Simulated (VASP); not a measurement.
Input of a VASP 6.6.1 run:

The input INCAR:

```
  PREC = Accurate
  ENCUT = 520
  EDIFF = 1E-6
  ISMEAR = -1
  SIGMA = 0.05
  LREAL = False
  LASPH = True
  NELM = 100
  ALGO = Fast
  ISIF = 2
  LWAVE = False
  LCHARG = False
  GGA = PE
  IVDW = 202
  NBANDS = 16
```

Contents of KPOINTS:

```
regular mesh
0
Gamma
  16 16 4
```

POSCAR

```
C
1.0
    2.4610000000      0.0000000000      0.0000000000
   -1.2305000000      2.1312885187      0.0000000000
    0.0000000000      0.0000000000      6.4396800000
C
4
Direct
    0.0000000000      0.0000000000      0.2500000000
    0.3333333333      0.6666666667      0.2500000000
    0.0000000000      0.0000000000      0.7500000000
    0.6666666667      0.3333333333      0.7500000000
```

Potentials or basis: VASP PAW PBE potentials, release 64 (C).

Run with:

```console
$ cat potpaw_PBE.64/C/POTCAR > POTCAR
$ mpirun -np 1 vasp_std > vasp.out
```

Q: What does it give for the band gap on the k mesh?

A: 0.43 eV, direct.

Q: Predict the dispersion energy per atom.

A: -0.154 eV.

Q: What does it give for the pressure?

A: 1.2 GPa.

Stress tensor (GPa, compression positive):
```
0.45 0.00 0.00
0.00 0.45 0.00
0.00 0.00 2.63
```

A k mesh can miss the band edges.
